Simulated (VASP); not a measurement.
# SiNi3 (Pm-3m) in VASP: a series of runs, part 2 of 2

VASP 6.6.1.

## Step 3: Relaxation of cell and atoms, LDA

This run uses another cell than the first one, of 10.39 Å³/atom, 1.031 times its volume.

The input, INCAR:

```
SYSTEM = SiNi3
PREC = Accurate
ENCUT = 600
EDIFF = 1E-7
ISMEAR = 0
SIGMA = 0.1
LREAL = .False.
LASPH = .True.
NELM = 100
ALGO = Normal
ISIF = 3
LWAVE = .False.
LCHARG = .False.
IBRION = 2
NSW = 100
EDIFFG = -0.002
```

The input, KPOINTS:

```
regular mesh
0
Gamma
  10 10 10
  0 0 0
```

The input, POSCAR:

```
SiNi3
1.0
    3.4637400600      0.0000000000      0.0000000000
    0.0000000000      3.4637400600      0.0000000000
    0.0000000000      0.0000000000      3.4637400600
Si Ni
1 3
Direct
    0.0000000000      0.0000000000      0.0000000000
    0.0000000000      0.5000000000      0.5000000000
    0.5000000000      0.5000000000      0.0000000000
    0.5000000000      0.0000000000      0.5000000000
```

Potentials or basis: VASP PAW LDA potentials, release 64 (Si, Ni).

Started as:

```
$ cat potpaw_LDA.64/Si/POTCAR potpaw_LDA.64/Ni/POTCAR > POTCAR
$ mpirun -np 1 vasp_std > vasp.out
```

OUTCAR:

```text
SYSTEM = SiNi3
   PREC = Accurate
   ENCUT = 600
   EDIFF = 1E-7
   ISMEAR = 0
   LREAL = .False.
   LASPH = .True.
   NELM = 100
   ISIF = 3
   IBRION = 2
   NSW = 100
   EDIFFG = -0.002

 ion  position               nearest neighbor table
   1  0.000  0.000  0.000-   2 2.45   3 2.45   4 2.45   2 2.45   4 2.45   2 2.45   3 2.45   2 2.45
                             3 2.45   4 2.45   4 2.45   3 2.45
   2  0.000  0.500  0.500-   1 2.45   3 2.45   4 2.45   1 2.45   3 2.45   1 2.45   4 2.45   1 2.45
                             3 2.45   4 2.45   3 2.45   4 2.45
   3  0.500  0.500  0.000-   1 2.45   2 2.45   4 2.45   2 2.45   4 2.45   1 2.45   4 2.45   4 2.45
                             1 2.45   2 2.45   2 2.45   1 2.45
   4  0.500  0.000  0.500-   1 2.45   2 2.45   3 2.45   1 2.45   3 2.45   2 2.45   3 2.45   3 2.45
                             1 2.45   2 2.45   1 2.45   2 2.45

  LATTYP: Found a simple cubic cell.
 ALAT       =     3.4637400600

  Lattice vectors:

 A1 = (   3.4637400600,   0.0000000000,   0.0000000000)
 A2 = (   0.0000000000,   3.4637400600,   0.0000000000)
 A3 = (   0.0000000000,   0.0000000000,   3.4637400600)

Analysis of symmetry for initial positions (statically):
=====================================================================
 Subroutine PRICEL returns:
 Original cell was already a primitive cell.

 Routine SETGRP: Setting up the symmetry group for a
 simple cubic supercell.

 Subroutine GETGRP returns: Found 48 space group operations
 (whereof 48 operations were pure point group operations)
 out of a pool of 48 trial point group operations.

The static configuration has the point symmetry O_h .

Analysis of symmetry for dynamics (positions and initial velocities):
=====================================================================
 Subroutine PRICEL returns:
 Original cell was already a primitive cell.

 Routine SETGRP: Setting up the symmetry group for a
 simple cubic supercell.

 Subroutine GETGRP returns: Found 48 space group operations
 (whereof 48 operations were pure point group operations)
 out of a pool of 48 trial point group operations.

The dynamic configuration has the point symmetry O_h .

 Subroutine INISYM returns: Found 48 space group operations
 (whereof 48 operations are pure point group operations),
 and found     1 'primitive' translations

----------------------------------------------------------------------------------------

                                     Primitive cell

  volume of cell :      41.5562

  direct lattice vectors                    reciprocal lattice vectors
     3.463740060  0.000000000  0.000000000     0.288705267  0.000000000  0.000000000
     0.000000000  3.463740060  0.000000000     0.000000000  0.288705267  0.000000000
     0.000000000  0.000000000  3.463740060     0.000000000  0.000000000  0.288705267

  length of vectors
     3.463740060  3.463740060  3.463740060     0.288705267  0.288705267  0.288705267

  position of ions in fractional coordinates (direct lattice)
     0.000000000  0.000000000  0.000000000
     0.000000000  0.500000000  0.500000000
     0.500000000  0.500000000  0.000000000
     0.500000000  0.000000000  0.500000000

[... 60 lines left out ...]
   k-points           NKPTS =     56   k-points in BZ     NKDIM =     56   number of bands    NBANDS=     21
   number of dos      NEDOS =    301   number of ions     NIONS =      4
   total plane-waves  NPLWV =  21952
   dimension x,y,z NGX =    28 NGY =   28 NGZ =   28
   dimension x,y,z NGXF=    56 NGYF=   56 NGZF=   56
   ions per type =               1   3
   NGX,Y,Z   is equivalent  to a cutoff of  13.44, 13.44, 13.44 a.u.
   NGXF,Y,Z  is equivalent  to a cutoff of  26.88, 26.88, 26.88 a.u.
 SYSTEM =  SiNi3
   PREC   = accura    normal or accurate (medium, high low for compatibility)
   ISTART =      0    job   : 0-new  1-cont  2-samecut
   ICHARG =      2    charge: 1-file 2-atom 10-const
   ISPIN  =      1    spin polarized calculation?
   LNONCOLLINEAR =      F non collinear calculations
   LSORBIT =      F    spin-orbit coupling
   LASPH  =      T    aspherical Exc in radial PAW
   ENCUT  =  600.0 eV  44.10 Ry    6.64 a.u.   6.92  6.92  6.92*2*pi/ulx,y,z
   NELM   =    100;   NELMIN=  2; NELMDL= -5     # of ELM steps
   EDIFF  = 0.1E-06   stopping-criterion for ELM
   LREAL  =      F    real-space projection
   EDIFFG = -.2E-02   stopping-criterion for IOM
   NSW    =    100    number of steps for IOM
   IBRION =      2    ionic relax: 0-MD 1-quasi-New 2-CG
   NFREE  =      1    steps in history (QN), initial steepest desc. (CG)
   ISIF   =      3    stress and relaxation
   ISYM   =      2    0-nonsym 1-usesym 2-fastsym
   POTIM  = 0.5000    time-step for ionic-motion
   TEBEG  =    0.0;   TEEND  =   0.0 temperature during run
   PSTRESS=    0.0 pullay stress
   NELECT =      34.0000    total number of electrons
   NUPDOWN=      -1.0000    fix difference up-down
   EMIN   =  10.00;   EMAX   =-10.00  energy-range for DOS
   EFERMI =   0.00;   METHOD = LEGACY
   ISMEAR =     0;   SIGMA  =   0.10  broadening in eV -4-tet -1-fermi 0-gaus
   EFERMI_NEDOS =   21; number of points for ismear=-14 and -15
   IALGO  =     38    algorithm
   IMIX   =      4    mixing-type and parameters
     AMIX     =   0.40;   BMIX     =  1.00
     AMIX_MAG =   1.60;   BMIX_MAG =  1.00
  volume/ion in A,a.u.               =      10.39        70.11
  Fermi-wavevector in a.u.,A,eV,Ry     =   1.531167  2.893486 31.898476  2.344472
  Thomas-Fermi vector in A             =   2.638549
   LORBIT       =      0    0 simple, 1 ext, 2 COOP (PROOUT), +10 PAW based schemes
   GGA     = CA    functional components
   LHFCALC =     F    Hartree Fock is set to
   AEXX    =    0.0000 exact exchange contribution
   IVDW    =     0    specifies the selected vdW correction
   LEPSILON=     F    determine dielectric tensor
   LRPA    =     F    only Hartree local field effects (RPA)
 conjugate gradient relaxation of ions
 non-spin polarized calculation
 Gauss-broadening in eV      SIGMA  =   0.10
  energy-cutoff  :      600.00
  volume of cell :       41.56
 maximum number of plane-waves:      1406
 NGX is ok and might be reduce to    28
   NGX = 13   NGY = 13   NGZ = 13

--------------------------------------- Ionic step        1  -------------------------------------------

 number of electron      33.9999971 magnetization

 Free energy of the ion-electron system (eV)
  ---------------------------------------------------
  ext. energy  EPLUGINS =         0.00000000
  ---------------------------------------------------
  free energy    TOTEN  =       -27.89985445 eV

  energy without entropy =      -27.89049387  energy(sigma->0) =      -27.89517416

------------------------ aborting loop because EDIFF is reached ----------------------------------------

  FORCE on cell =-STRESS in cart. coord.  units (eV):
  Direction    XX          YY          ZZ          XY          YZ          ZX
  --------------------------------------------------------------------------------------
  -------------------------------------------------------------------------------------
  Total       -1.9044615     -1.9044615     -1.9044615     -0.0000000     -0.0000000      0.0000000
  in kB      -73.4254967    -73.4254967    -73.4254967     -0.0000000     -0.0000000      0.0000000
  external PRESSURE =     -73.4254967 kB  Pullay stress =       0.0000000 kB
[... 177 lines left out ...]
--------------------------------------- Ionic step        6  -------------------------------------------

 number of electron      33.9999983 magnetization

 Free energy of the ion-electron system (eV)
  ---------------------------------------------------
  ext. energy  EPLUGINS =         0.00000000
  ---------------------------------------------------
  free energy    TOTEN  =       -27.92937948 eV

  energy without entropy =      -27.92033875  energy(sigma->0) =      -27.92485912

 E-fermi :  11.4596     XC(G=0): -13.7461

 val. band max:       11.4385622091   @ k =   0.1000   0.1000   0.0000
 cond. band min:      11.5039911285   @ k =   0.0000   0.0000   0.0000
 fundamental gap:      0.0654289195
 Fermi energy:        11.4596088551

 k-point     1 :       0.0000    0.0000    0.0000
  band No.  band energies     occupation
      1      -0.9257      2.00000
      2       6.1647      2.00000
      3       7.0051      2.00000
      4       7.0051      2.00000
      5       7.5436      2.00000
      6       7.5436      2.00000
[... 565 lines left out ...]
     20      17.8002      0.00000
     21      18.2028      0.00000

 [... further k-points ...]

------------------------ aborting loop because EDIFF is reached ----------------------------------------

  FORCE on cell =-STRESS in cart. coord.  units (eV):
  Direction    XX          YY          ZZ          XY          YZ          ZX
  --------------------------------------------------------------------------------------
  -------------------------------------------------------------------------------------
  Total       -0.0008513     -0.0008513     -0.0008513     -0.0000000     -0.0000000      0.0000000
  in kB       -0.0338415     -0.0338415     -0.0338415     -0.0000000     -0.0000000      0.0000000
  external PRESSURE =      -0.0338415 kB  Pullay stress =       0.0000000 kB
[... 19 lines left out ...]
  FREE ENERGIE OF THE ION-ELECTRON SYSTEM (eV)
  ---------------------------------------------------
  free  energy   TOTEN  =       -27.9293794781 eV

  energy  without entropy=      -27.9203387545  energy(sigma->0) =      -27.92485912

 reached required accuracy - stopping structural energy minimisation
```

CONTCAR:

```text
SiNi3
   1.00000000000000
     3.4285996728194830   -0.0000000000000000   -0.0000000000000000
    -0.0000000000000000    3.4285996728194830   -0.0000000000000000
    -0.0000000000000000    0.0000000000000000    3.4285996728194830
  Si              Ni
     1     3
Direct
     0.0000000000000000    0.0000000000000000    0.0000000000000000
     0.0000000000000000    0.5000000000000000    0.5000000000000000
     0.5000000000000000    0.5000000000000000    0.0000000000000000
     0.5000000000000000    0.0000000000000000    0.5000000000000000

  0.00000000E+00  0.00000000E+00  0.00000000E+00
  0.00000000E+00  0.00000000E+00  0.00000000E+00
  0.00000000E+00  0.00000000E+00  0.00000000E+00
  0.00000000E+00  0.00000000E+00  0.00000000E+00
```

Run time: 90 s. Hardware: 1 thread of Intel Xeon 6975P-C (Granite Rapids), shared host; peak memory 0.17 GiB.

Results:

```yaml
Free_energy: -27.9294 eV
Relaxed_volume: 10.08 Å³/atom
Relaxed_cell: a = 3.429 Å, b = 3.429 Å, c = 3.429 Å, α = 90.00°, β = 90.00°, γ = 90.00°
Space_group_after_relaxing_to_0.05_Å: Pm-3m (No. 221)
Energy_gained_by_relaxing: 7.4 meV/atom
Ionic_steps: 6
Pressure_after_relaxing: 0.0 GPa
Band_gap_on_the_k_mesh: none (metal or under the smearing width)
```

The path:
| step | energy change (eV) | largest force (eV/Å) | pressure (GPa) | volume (Å³) |
| --- | --- | --- | --- | --- |
| 1 | 0.0000 | 0.0000 | -7.34 | 41.56 |
| 2 | 0.0219 | 0.0000 | 11.10 | 38.76 |
| 3 | -0.0295 | 0.0000 | -0.06 | 40.31 |
| 4 | -0.0295 | 0.0000 | 0.08 | 40.29 |
| 5 | -0.0295 | 0.0000 | -0.08 | 40.32 |
| 6 | -0.0295 | 0.0000 | 0.00 | 40.30 |

Final structure:
```xyz
4
Lattice="3.4286 0.0000 0.0000 0.0000 3.4286 0.0000 0.0000 0.0000 3.4286" Properties=species:S:1:pos:R:3 pbc="T T T"
Si    0.0000    0.0000    0.0000
Ni    0.0000    1.7143    1.7143
Ni    1.7143    1.7143    0.0000
Ni    1.7143    0.0000    1.7143
```

Spin polarisation is off, so any magnetic state and its effect on volume and gap are missing.
